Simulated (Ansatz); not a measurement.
Starting structure, (110) slab as cut from the bulk (InP3, R-3m (No. 166), (1 1 0) face):

```xyz
24
Lattice="5.3996 0.0000 0.0000 0.5754 7.8159 0.0000 0.0000 0.0000 25.7473" Properties=species:S:1:pos:R:3 pbc="T T T"
P     1.3859    3.7676    7.5000
P     4.5892    4.0482    7.5000
In    4.0545    1.7720    9.1587
In    1.9206    6.0438    9.1587
P     4.5031    5.5124    9.1587
P     1.4719    2.3034    9.1587
P     1.3859    3.7676   10.8173
P     4.5892    4.0482   10.8173
P     1.6736    7.6755   11.2150
P     4.3015    0.1403   11.2150
In    4.3422    5.6799   12.8737
In    1.6329    2.1359   12.8737
P     4.2154    1.6045   12.8737
P     1.7596    6.2113   12.8737
P     1.6736    7.6755   14.5323
P     4.3015    0.1403   14.5323
P     1.3859    3.7676   14.9300
P     4.5892    4.0482   14.9300
In    4.0545    1.7720   16.5886
In    1.9206    6.0438   16.5886
P     4.5031    5.5124   16.5886
P     1.4719    2.3034   16.5886
P     1.3859    3.7676   18.2473
P     4.5892    4.0482   18.2473
```

Theory: Ansatz, DFT PBEsol, scalar-relativistic, plane waves, PAW. Settings: cutoff 420 eV, Γ-centred mesh 7×5×1 on the computed 24-atom cell, Gaussian smearing of 0.10 eV; no spin polarisation. The cell repeats along c with a dipole correction in the vacuum.

All atoms are free. The cell is fixed. Force threshold 0.02 eV/Å.

| step | E − E_final (eV) | largest force (eV/Å) |
| --- | --- | --- |
| 1 | 0.806 | 0.926 |
| 2 | 0.175 | 0.277 |
| 3 | 0.039 | 0.160 |
| 4 | 0.004 | 0.052 |
| 5 | 0.001 | 0.023 |
| 6 | 0.000 | 0.007 |

Q: What is the final structure?

A:
```yaml
crystal:
  lattice:
    - [5.39961, 0.00000, 0.00000]
    - [0.57543, 7.81586, 0.00000]
    - [0.00000, 0.00000, 25.74732]
  atoms:
    - { symbol: P, position: [0.20511, 0.48920, 0.28941] }
    - { symbol: P, position: [0.79489, 0.51080, 0.28941] }
    - { symbol: In, position: [0.72408, 0.26476, 0.36112] }
    - { symbol: In, position: [0.27592, 0.73524, 0.36112] }
    - { symbol: P, position: [0.75577, 0.70262, 0.35240] }
    - { symbol: P, position: [0.24423, 0.29738, 0.35240] }
    - { symbol: P, position: [0.20575, 0.46850, 0.42146] }
    - { symbol: P, position: [0.79425, 0.53150, 0.42146] }
    - { symbol: P, position: [0.20438, 0.97887, 0.43356] }
    - { symbol: P, position: [0.79562, 0.02113, 0.43356] }
    - { symbol: In, position: [0.72037, 0.73727, 0.50000] }
    - { symbol: In, position: [0.27963, 0.26273, 0.50000] }
    - { symbol: P, position: [0.76428, 0.20310, 0.50000] }
    - { symbol: P, position: [0.23572, 0.79690, 0.50000] }
    - { symbol: P, position: [0.20438, 0.97887, 0.56644] }
    - { symbol: P, position: [0.79562, 0.02113, 0.56644] }
    - { symbol: P, position: [0.20575, 0.46850, 0.57854] }
    - { symbol: P, position: [0.79425, 0.53150, 0.57854] }
    - { symbol: In, position: [0.72408, 0.26476, 0.63888] }
    - { symbol: In, position: [0.27592, 0.73524, 0.63888] }
    - { symbol: P, position: [0.75577, 0.70262, 0.64760] }
    - { symbol: P, position: [0.24423, 0.29738, 0.64760] }
    - { symbol: P, position: [0.20511, 0.48920, 0.71059] }
    - { symbol: P, position: [0.79489, 0.51080, 0.71059] }
```

Cost: 1 run of about 75 core-minutes, on AMD EPYC (Zen 3) (shared hosts).